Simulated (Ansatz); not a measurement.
Runs of Ansatz 0.2.0 on AlNi. Symmetry: Cmmm, No. 65, orthorhombic system. Conventional cell: a = 3.877 Å, b = 3.906 Å, c = 3.099 Å, α = 90.00°, β = 90.00°, γ = 90.00°. Ni (site symmetry mmm) is surrounded by 8 Al at 2.48 to 2.49 Å and 4 Ni at 2.75 Å. Al (site symmetry mmm) is surrounded by 8 Ni at 2.48 to 2.49 Å and 4 Al at 2.75 Å. The cell comes from a database or a generator and needn't be the stable form of this composition.

```csv
task,level,cutoff (eV),basis error allowed,pressure (GPa),moment (μB),V0 of scaled cells (Å³/atom),B0 (GPa)
band structure,PBEsol,259,0.001 eV/atom,(b),0.00,-,-
equation of state,LDA,-,0.001 eV/atom,-,-,11.40,185
band structure,LDA,259,0.001 eV/atom,-5.1,0.00,-,-
equation of state,PBEsol,-,0.0005 eV/atom,-,-,11.77,(a)
```

Alike in all rows: potentials or basis all-electron LAPW, scalar-relativistic; spin collinear, ferromagnetic start; cell as given; k mesh 10 × 10 × 9; smearing fermi-dirac 0.05 eV.

Fill in the values left out.

(a) 172; (b) 0.4.

Caveats: the cell was scaled at fixed shape and fractional positions, which overstates the stiffness of a crystal with free parameters, most of all of layers and chains (some runs).

Not every run made on this cell is shown here.
